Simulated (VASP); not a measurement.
Set up this calculation in VASP 6.6.1, as the native input.

- Task: single point
- Functional: LDA
- Potentials or basis: VASP PAW LDA potentials, release 64 (Rb_sv)
- Cutoff: 520 eV
- k mesh: 9 × 9 × 9
- Occupations: fermi-dirac, width 0.1 eV
- Spin: no spin polarisation
- Dipole correction: no
- Further INCAR settings: ALGO = Normal; EDIFF = 1e-06; NBANDS = 10

The structure of Rb lies in POSCAR:

```
Rb
1.0
    0.0000000000      3.2550929919      3.2550929919
    3.2550929919      0.0000000000      3.2550929919
    3.2550929919      3.2550929919      0.0000000000
Rb
1
Direct
    0.0000000000      0.0000000000      0.0000000000
```

This isn't the form of Rb at room conditions, which is bcc.

These files were run (other wordings do the same):

INCAR

```
SYSTEM = Rb
PREC     = Accurate       ! precision mode
ENCUT    = 520            ! plane-wave cutoff, eV
EDIFF    = 1E-6           ! SCF threshold, eV
ISMEAR   = -1             ! smearing method
SIGMA    = 0.1            ! smearing width, eV
LREAL    = .FALSE.        ! projectors in reciprocal space
LASPH    = .TRUE.         ! aspherical terms in the spheres
NELM     = 80             ! most SCF steps
ALGO     = Normal         ! electronic algorithm
ISIF     = 2              ! what is computed and relaxed
LWAVE    = .FALSE.        ! write WAVECAR
LCHARG   = .FALSE.        ! write CHGCAR
GGA      = CA             ! functional
NBANDS   = 10             ! bands
```

KPOINTS

```
regular mesh
0
G
  9 9 9
  0 0 0
```

Potentials or basis: VASP PAW LDA potentials, release 64 (Rb_sv).

Launch:

```bash
$ cat potpaw_LDA.64/Rb_sv/POTCAR > POTCAR
$ mpirun -np 1 vasp_std > vasp.out
```

Results of the run:

```yaml
Pressure: 0.5 GPa
Band_gap_on_the_k_mesh: none (metal or under the smearing width)
```

Run time: 20 s on 1 thread of Intel(R) Xeon(R) Platinum 8488C (Sapphire Rapids), on a shared host, peak memory 0.17 GiB.
